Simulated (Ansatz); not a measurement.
# CoO: the cost of one run

Method: DFT PBE, scalar-relativistic, in Ansatz 0.2.0.

### 1 Starting point

It takes space group I4/mmm (No. 139, tetragonal). Conventional cell: a = 3.016 Å, b = 3.016 Å, c = 4.214 Å, α = 90.00°, β = 90.00°, γ = 90.00°. Around Co (site symmetry 4/mmm) lie 6 O at 2.11 to 2.13 Å. Around O (site symmetry 4/mmm) lie 6 Co at 2.11 to 2.13 Å.

Coordinates:

```cif
data_structure
_symmetry_space_group_name_H-M 'P 1'
_symmetry_Int_Tables_number 1
_cell_length_a 2.9981
_cell_length_b 2.9981
_cell_length_c 2.9981
_cell_angle_alpha 119.605
_cell_angle_beta 119.605
_cell_angle_gamma 90.686
_cell_volume 19.17
loop_
_atom_site_label
_atom_site_type_symbol
_atom_site_fract_x
_atom_site_fract_y
_atom_site_fract_z
_atom_site_occupancy
Co1 Co 0.00000 0.00000 0.00000 1
O1 O 0.50000 0.50000 0.00000 1
```

Atoms are numbered in the order of the input: Co1, O2.

### 2 After the deformation

Space group I4/mmm before, I4/mmm after.

### 3 LAPW, all electrons

input.yaml

```yaml
crystal:
  lattice:
    - [-1.5080001529, 1.5080001529, 2.0651049558]
    - [1.5080001529, -1.5080001529, 2.0651049558]
    - [1.5080001529, 1.5080001529, -2.0651049558]
  atoms:
    - { symbol: Co, position: [0.0, 0.0, 0.0], spin: 2.0 }
    - { symbol: O, position: [0.5, 0.5, 0.0] }
magnetization:
  spin_polarized: true
kpoints:
  mp_grid: { grid: [13, 13, 15] }
  band_path:
    path:
      - [0.0, 0.0, 0.0]
      - [0.0, 0.0, 0.5]
      - [0.25, 0.25, 0.25]
      - [0.0, 0.5, 0.0]
      - [0.0, 0.0, 0.0]
      - [0.5, 0.5, -0.5]
      - [0.3833087088, 0.6166912912, -0.3833087088]
      - [-0.3833087088, 0.3833087088, 0.3833087088]
      - [0.0, 0.0, 0.0]
    npoints: 5
scf:
  occupations: { method: fermi_dirac, width: 0.03 }
hamiltonian:
  xc: pbe
  pseudopotentials: { kind: all_electron, lapw: { basis_error: 0.001 } }
output:
  forces: true
  stress: true
  eigenvalues: true
```

On the command line:

```bash
$ ansatz run input.yaml --threads 1 --pin off --max-ram 3072MiB --backend cpu --events-out ev --progress --plain --runs-dir out
```

What time and memory should one allow on 1 thread of Arm Neoverse V2, shared host?

About 5.7 min, with a peak of 2 GiB.
